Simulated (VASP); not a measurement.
A run of VASP 6.6.1 is set up as follows.

INCAR

```
SYSTEM = Re
PREC     = Accurate       ! precision mode
ENCUT    = 600            ! plane-wave cutoff, eV
EDIFF    = 1E-7           ! SCF threshold, eV
ISMEAR   = 1              ! smearing method
SIGMA    = 0.1            ! smearing width, eV
LREAL    = .FALSE.        ! projectors in reciprocal space
LASPH    = .TRUE.         ! aspherical terms in the spheres
NELM     = 80             ! most SCF steps
ALGO     = Normal         ! electronic algorithm
ISIF     = 3              ! what is computed and relaxed
LWAVE    = .FALSE.        ! write WAVECAR
LCHARG   = .FALSE.        ! write CHGCAR
GGA      = PS             ! functional
IBRION   = 2              ! ionic algorithm
NSW      = 90             ! ionic steps
EDIFFG   = -0.005         ! ionic threshold
```

Contents of KPOINTS:

```
Automatic mesh
0
G
  15 15 8
  0 0 0
```

The input POSCAR:

```
Re                                      
1.0
    2.7479948008      0.0000000000      0.0000000000
   -1.3739974004      2.3798333070     -0.0000000000
   -0.0000000000      0.0000000000      4.4517449878
  Re            
     2
Direct
     0.3333333332999970    0.6666666667000030    0.2500000000000000
     0.6666666667000030    0.3333333332999970    0.7500000000000000
```

Potentials or basis: VASP PAW PBE potentials, release 64 (Re).

Command:

```bash
$ cat potpaw_PBE.64/Re/POTCAR > POTCAR
$ mpirun -np 1 vasp_std > vasp.out
```

Task: Estimate the space group after relaxing (to 0.05 Å).

Result: P6_3/mmc (No. 194).

Task: What does it give for the relaxed volume?

Result: 14.56 Å³/atom.

Final structure:
```cif
data_structure
_symmetry_space_group_name_H-M 'P 1'
_symmetry_Int_Tables_number 1
_cell_length_a 2.7482
_cell_length_b 2.7482
_cell_length_c 4.4520
_cell_angle_alpha 90.000
_cell_angle_beta 90.000
_cell_angle_gamma 120.000
_cell_volume 29.12
loop_
_atom_site_label
_atom_site_type_symbol
_atom_site_fract_x
_atom_site_fract_y
_atom_site_fract_z
_atom_site_occupancy
Re1 Re 0.33333 0.66667 0.25000 1
Re2 Re 0.66667 0.33333 0.75000 1
```

Caveat: the PAW data sets were made with another functional, which shifts forces and pressure a little. The run has no spin-orbit coupling, so splittings on Re are missing.
